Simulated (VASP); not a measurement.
TaN: single point with PBEsol+U

TaN:

```xyz
6
Lattice="5.1960 0.0000 0.0000 -2.5980 4.4999 0.0000 0.0000 0.0000 2.9110" Properties=species:S:1:pos:R:3 pbc="T T T"
Ta    0.0000    2.9999    1.4555
Ta    2.5980    1.5000    1.4555
Ta    0.0000    0.0000    0.0000
N     2.0412    0.0000    0.0000
N     1.5774    2.7321    0.0000
N    -1.0206    1.7678    0.0000
```

```yaml
Program: VASP 6.6.1
Task: single point
Functional: PBEsol
Potentials_or_basis: VASP PAW PBE potentials, release 64 (Ta_pv, N)
Cutoff: 520 eV
k_mesh: 4 × 4 × 6
Occupations: gaussian, width 0.05 eV
Spin: collinear spin, twin_end start
Starting_moments: "[0.68, 0.68, 0.98, 0.14, 0.14, 0.14] μB"
Fixed_moment: 6 μB
Hubbard_terms: Ta d U = 2.0 eV, J = 0.9 eV
```

| Property | Result |
| --- | --- |
| Pressure | 28.6 GPa |
| Largest force | 0.634 eV/Å |
| Net moment | 6.00 μB per cell |
| Site moments | Ta +1.04, +1.75; N +0.11 μB |
| Valence electrons inside the program's atomic spheres | Ta 8.98, 9.07; N 3.79 |

Forces on the atoms (eV/Å):
```
Ta   0.000  0.000  0.000
Ta   0.000  0.000  0.000
Ta   0.000  0.000  0.000
N    0.634  0.000  0.000
N   -0.317 -0.549  0.000
N   -0.317  0.549  0.000
```

Stress tensor (GPa, compression positive):
```
27.89  0.00  0.00
 0.00 27.89  0.00
 0.00  0.00 29.89
```

Eigenvalues of the final occupation matrices:
| site | spin | trace | eigenvalues |
| --- | --- | --- | --- |
| site 1 d | 1 | 1.74 | 0.27 0.27 0.39 0.39 0.42 |
| site 1 d | 2 | 0.74 | 0.10 0.11 0.11 0.21 0.21 |
| site 2 d | 1 | 1.74 | 0.27 0.27 0.39 0.39 0.42 |
| site 2 d | 2 | 0.74 | 0.10 0.11 0.11 0.21 0.21 |
| site 3 d | 1 | 2.09 | 0.33 0.33 0.43 0.50 0.50 |
| site 3 d | 2 | 0.49 | 0.04 0.04 0.06 0.17 0.17 |

It took 49 s on 1 thread of Intel(R) Xeon(R) 6975P-C (Granite Rapids), with other jobs on the host, peak memory 0.25 GiB.

Caveat: the moment is held away from its start; a pressure of tens of GPa on the cell as given is suspect, and the run, the potentials or the cell itself is likely at fault; the PAW data sets were made with another functional, which shifts forces and pressure a little; the total moment is fixed, so each spin has its own Fermi level. The state reached can hang on the start; a lower one may exist.
